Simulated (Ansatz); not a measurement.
LiF (P4_3) at 2 levels of theory

One geometry, relaxed with PBE; plane waves with PAW potentials in Ansatz, scalar-relativistic. No spin polarisation. Gaps are the least over mesh and band path; pressure is positive in compression.

Space group P4_3 (No. 78). a = 5.584 Å, b = 5.584 Å, c = 2.935 Å, α = 90.00°, β = 90.00°, γ = 90.00°
```csv
atom,site,symmetry,x,y,z
Li,4a,1,0.1015,0.3339,0.2458
F,4a,1,0.3268,0.1232,0.0042
```

```csv
level,cutoff (eV),k mesh,gap (eV),pressure (GPa)
PBE,420,4×4×8,6.99,0.0
```

**Question.** What comes out on the same cell with PBEsol?

**Answer.**
| level | cutoff (eV) | k mesh | gap (eV) | pressure (GPa) |
| --- | --- | --- | --- | --- |
| PBEsol | 420 | 4×4×8 | 6.93 | -1.6 |

The structure comes from a generated guess; another structure or a mixture of phases may lie lower.
